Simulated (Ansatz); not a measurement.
# SiNi3 in Ansatz: the effect of fixed moment

The system is SiNi3.

```
CELL_PARAMETERS angstrom
3.54200 0.00000 0.00000
0.00000 3.54200 0.00000
0.00000 0.00000 3.54200
ATOMIC_POSITIONS crystal
Ni 0.50000 0.50000 0.00000
Ni 0.50000 0.00000 0.50000
Ni 0.00000 0.50000 0.50000
Si 0.00000 0.00000 0.00000
```

Alike in all runs:

| Item | Value |
| --- | --- |
| Program | Ansatz 0.2.0 |
| Task | single point |
| Functional | PBE |
| Potentials or basis | all-electron LAPW, scalar-relativistic |
| Cutoff | 283 eV (chosen from the basis error) |
| Basis error allowed | 0.002 eV/atom |
| k mesh | 8 × 8 × 8 |
| Occupations | fermi-dirac, width 0.05 eV |

```tsv
fixed moment	spin	starting moments	energy over the lowest run (meV/atom)
0	collinear spin, program default start, total moment locked	-	0.0
0.8	collinear spin, ferromagnetic start	[0.266, 0.267, 0.267, 0.0] μB	25.3
1.5	collinear spin, ferromagnetic start	[0.5, 0.5, 0.5, 0.0] μB	72.1
2.2	collinear spin, ferromagnetic start	[0.734, 0.733, 0.733, 0.0] μB	141.7
3	collinear spin, ferromagnetic start	[1.0, 1.0, 1.0, 0.0] μB	288.7
3.6	collinear spin, ferromagnetic start	[1.2, 1.2, 1.2, 0.0] μB	?
```

Q: What does the run with fixed moment 3.6 give?

A: Energy over the lowest run 443.6 meV/atom.

Worked out: A parabola through the other rows of the energy over the lowest run, of slope 234 meV/atom per unit of fixed moment there, extrapolates to 412.9 meV/atom, against the run's 443.6.

Caveats: the total moment is fixed, so each spin has its own Fermi level.
